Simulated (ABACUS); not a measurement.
# PbS under changes of volume

One of the cells (26.664 Å³/atom); the others are scaled copies at fixed shape and fractional positions:

```xyz
4
Lattice="2.0800 -5.9913 0.0000 2.0800 5.9913 0.0000 0.0000 0.0000 4.2793" Properties=species:S:1:pos:R:3 pbc="T T T"
Pb    2.0800    4.4268    1.0698
Pb    2.0800   -4.4268    3.2095
S     2.0800    1.7399    1.0698
S     2.0800   -1.7399    3.2095
```

Measurements of this composition are mostly on another form, of space group No. 225.

```yaml
Program: ABACUS 3.10.1
Functional: PBEsol
Potentials_or_basis: PseudoDojo NC SR 0.4.1 PBEsol standard
Cutoff: 857 eV
Density_cutoff: 3429 eV
Basis: plane waves
k_mesh: 7 × 7 × 6
Occupations: fermi-dirac, width 0.05 eV
Spin: no spin polarisation
```

| volume (Å³/atom) | energy over the lowest point (meV/atom) | pressure (GPa) | gap on the mesh (eV) | largest force (eV/Å) |
| --- | --- | --- | --- | --- |
| 25.064 | ? | ? | ? | ? |
| 25.597 | 0.00 | 0.5 | 1.05 | 0.263 |
| 26.130 | 0.33 | -0.7 | 1.10 | 0.135 |
| 26.664 | 4.40 | -1.7 | 1.15 | 0.054 |
| 27.197 | 11.82 | -2.7 | 1.19 | 0.124 |
| 27.730 | 22.23 | -3.5 | 1.22 | 0.235 |
| 28.263 | 35.31 | -4.3 | 1.24 | 0.339 |

Task: What does the run at 25.064 Å³/atom give?

Result: Energy over the lowest point 3.85 meV/atom; pressure 1.8 GPa; gap on the mesh 1.00 eV; largest force 0.409 eV/Å.

Worked out: A Birch-Murnaghan fit of order 3 (a polynomial in V^(-2/3)) to the other rows has its minimum at 25.82 Å³/atom with B0 = V·E''(V) = 58 GPa and B' = 4.4 at fixed shape and positions, which overstates the stiffness. It gives 3.86 meV/atom at 25.064 Å³/atom, against the run's 3.85, and -dE/dV = 1.8 GPa, against 1.8. A parabola through the other rows of the gap, of slope 3.28 eV per unit of ln V there, extrapolates to 0.98 eV, against the run's 1.00.

Energies are extrapolated to zero smearing.

Caveats: spin-orbit coupling is left out, which as a rule narrows the gap of such compounds by several tenths of an eV; an odd mesh through Γ misses points on the zone boundary, where band edges often lie.
